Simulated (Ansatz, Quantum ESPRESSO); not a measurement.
# KBr (Pm-3m): the LO frequency by hand

How high does the longitudinal optical mode of KBr (Pm-3m) lie, given the transverse one, the Born charge and ε∞?

Method: DFT LDA, scalar-relativistic, plane waves, PseudoDojo norm-conserving pseudopotentials, in Quantum ESPRESSO 8.0 development, patched.

## Step 1: The relaxed structure

The structure is cubic, space group Pm-3m (No. 221). Conventional cell: a = 3.827 Å, b = 3.827 Å, c = 3.827 Å, α = 90.00°, β = 90.00°, γ = 90.00°. Nearest to K lie 8 Br at 3.31 Å. Nearest to Br lie 8 K at 3.31 Å. Farther neighbours and most contacts between anions are not listed.

This is the cell after its relaxation at this level of theory, not the database cell from which that began.

## Step 2: What the response run gave

A linear-response run on the relaxed cell, with the response to an electric field; only its zone-centre results are used. Cutoff 72 Ry, k mesh 6×6×6.

The log of the run:

```text
[banners, grids, parts of the stress and lines that vanish by symmetry left out]
Program PHONON v.8.0dev
     Dynamical matrices for q-points given in input
     (   1q-points):
[...]
Exchange-correlation= PW
                           (   1   4   0   0   0   0   0)
[...]
kinetic-energy cut-off    =      72.0000  Ry
     charge density cut-off    =     288.0000  Ry
     convergence threshold     =      1.0E-18
[...]
Exchange-correlation= PW
                           (   1   4   0   0   0   0   0)
[...]
q = (   0.0000000   0.0000000   0.0000000 )
     49 Sym.Ops. (with q -> -q+G )
     G cutoff =  381.6142  (  31343 G-vectors)     FFT grid: ( 40, 40, 40)
     number of k points=    20
[...]
Mode symmetry, O_h (m-3m)  point group:
[...]
Dielectric constant
[...]
End of electric fields calculation
          Dielectric constant in cartesian axis
          (       3.146935112       0.000000000       0.000000000 )
          (       0.000000000       3.146935112       0.000000000 )
          (       0.000000000       0.000000000       3.146935112 )
          Effective charges (d Force / dE) in cartesian axis without acoustic sum rule applied (asr)
           atom    1  K     Mean Z*:        1.19472
      Ex  (        1.19472        0.00000        0.00000 )
      Ey  (        0.00000        1.19472        0.00000 )
      Ez  (        0.00000        0.00000        1.19472 )
           atom    2  Br    Mean Z*:       -1.20209
      Ex  (       -1.20209        0.00000        0.00000 )
      Ey  (        0.00000       -1.20209        0.00000 )
      Ez  (        0.00000        0.00000       -1.20209 )
          Effective charges Sum: Mean:       -0.00737
[...]
Effective charges (d Force / dE) in cartesian axis with asr applied:
           atom    1  K     Mean Z*:        1.19841
[...]
atom    2  Br    Mean Z*:       -1.19841
[...]
Dielectric constant from finite-differences
          (       3.146935159       0.000000000       0.000000000 )
          (       0.000000000       3.146935159       0.000000000 )
          (       0.000000000       0.000000000       3.146935159 )
[...]
(       0.000000000       0.000000000       0.000000000 )
          (       0.000000000       0.000000000       0.000000000 )
          (       0.000000000       0.000000000       0.000000000 )
          (       0.000000000       0.000000000       0.000000000 )
          (       0.000000000       0.000000000       0.000000000 )
          (       0.000000000       0.000000000       0.000000000 )
          (       0.000000000      -0.000000000       0.000000000 )
          (       0.000000000       0.000000000       0.000000000 )
[...]
(       0.000000000       0.000000000       0.000000000 )
          (      -0.000000000       0.000000000       0.000000000 )
          (       0.000000000      -0.000000000       0.000000000 )
          (      -0.000000000       0.000000000       0.000000000 )
          (       0.000000000       0.000000000       0.000000000 )
[...]
Representation #   1 modes #   1   2   3
[...]
End of self-consistent calculation
     Convergence has been achieved
     Representation #   2 modes #   4   5   6
[...]
End of self-consistent calculation
     Convergence has been achieved
[...]
Dielectric constant in cartesian axis
          (       3.146935112       0.000000000       0.000000000 )
          (       0.000000000       3.146935112       0.000000000 )
          (       0.000000000       0.000000000       3.146935112 )
          Effective charges (d Force / dE) in cartesian axis without acoustic sum rule applied (asr)
           atom    1  K     Mean Z*:        1.19472
      Ex  (        1.19472        0.00000        0.00000 )
      Ey  (        0.00000        1.19472        0.00000 )
      Ez  (        0.00000        0.00000        1.19472 )
           atom    2  Br    Mean Z*:       -1.20209
      Ex  (       -1.20209        0.00000        0.00000 )
      Ey  (        0.00000       -1.20209        0.00000 )
      Ez  (        0.00000        0.00000       -1.20209 )
          Effective charges Sum: Mean:       -0.00737
[...]
Effective charges (d Force / dE) in cartesian axis with asr applied:
           atom    1  K     Mean Z*:        1.19841
[...]
atom    2  Br    Mean Z*:       -1.19841
[...]
q = (    0.000000000   0.000000000   0.000000000 )
[...]
freq (    1) =      -0.024342 [THz] =      -0.811958 [cm-1]
     freq (    2) =      -0.024342 [THz] =      -0.811958 [cm-1]
     freq (    3) =      -0.024342 [THz] =      -0.811958 [cm-1]
     freq (    4) =       3.180778 [THz] =     106.099320 [cm-1]
     freq (    5) =       3.180778 [THz] =     106.099320 [cm-1]
     freq (    6) =       3.180778 [THz] =     106.099320 [cm-1]
[...]
Mode symmetry, O_h (m-3m)  point group:
     freq (   1-   3) =         -0.8  [cm-1]   --> T_1u G_15  G_4- I
     freq (   4-   6) =        106.1  [cm-1]   --> T_1u G_15  G_4- I

   JOB DONE.
```

```csv
quantity,value
cell volume Ω (Å³),56.065
mass of K (u),39.098
mass of Br (u),79.904
"Born charge of K, raw (e)",1.195
"Born charge of Br, raw (e)",-1.202
ε∞,3.147
ω(TO) after the sum rule (cm⁻¹),106.1
```

## Step 3: The calculation

The charges must sum to zero over the cell; taking off their mean, -0.004 e, leaves Z* = 1.198 e on K. In the polar mode K moves against Br, so the reduced mass is μ = 39.10 × 79.90 / 119.00 = 26.253 u.

A longitudinal wave builds up a field that adds to the restoring force: ω(LO)² = ω(TO)² + 4π Z*² / (μ Ω ε∞), in Hartree atomic units. With μ = 47855 electron masses and Ω = 378.34 bohr³ the second term is 3.1675e-07 Ha², or 15257 cm⁻² (1 Ha = 219474.6 cm⁻¹).

So ω(LO) = √(11257 + 15257) = 162.8 cm⁻¹, and by the Lyddane-Sachs-Teller relation ε₀ = ε∞ (ω(LO)/ω(TO))² = 7.41.

## Step 4: Check against the program

The analysis program adds the same non-analytic term to the full matrix, here for q along (1 0 0).

The log of the run:

```text
[banner, memory and clock lines left out]
Program DYNMAT v.8.0dev

     Reading Dynamical Matrix from file g.dyn
     ...Force constants read
     ...epsilon and Z* read
     ...Raman cross sections read

     Polarizability (A^3 units)
     multiply by 0.582871 for Clausius-Mossotti correction (not under assume_isolated = 'mt')
         9.578558    0.000000    0.000000
         0.000000    9.578558    0.000000
         0.000000    0.000000    9.578558

     IR activities are in (D/A)^2/amu units

# mode   [cm-1]    [THz]      IR
    1     -0.00   -0.0000    0.0000
    2     -0.00   -0.0000    0.0000
    3     -0.00   -0.0000    0.0000
    4    106.10    3.1809    1.2621
    5    106.10    3.1809    1.2621
    6    162.84    4.8817    1.2621
```

ε₀ comes from the program's run without a direction of q.

| quantity | by hand | program |
| --- | --- | --- |
| ω(LO) (cm⁻¹) | 162.8 | 162.8 |
| ε₀ | 7.41 | 7.41 |

## Step 5: Outcome

```yaml
to_mode: 106.1 cm⁻¹
lo_mode: 162.8 cm⁻¹
static_dielectric_constant: 7.412
```

**Reading.** The LO mode of KBr (Pm-3m) lies at 163 cm⁻¹, 57 cm⁻¹ above the TO mode; the formula meets the program within 0.1 cm⁻¹, as it must for a cubic crystal with one polar mode. ω(LO)² − ω(TO)² goes with Z*²/ε∞: an error of 5 % in ε∞ would move the LO mode by 2.2 cm⁻¹, and semilocal functionals tend to overestimate ε∞. These are harmonic values at zero temperature, at the volume of this functional, for the structure held cubic; stability elsewhere in the zone is no part of this calculation.

[Host names and launcher messages were left out of these logs when they were recorded.]

[Logs are printed without paths, hosts, clocks, repeated set-up lines and the standing remarks that a program may print on its own settings, such as how far it seeks lower states.]

[Hosts, paths, dates, database ids (printed as entryN), source tags and the programs' standing remarks are cut or masked in the printed files.]
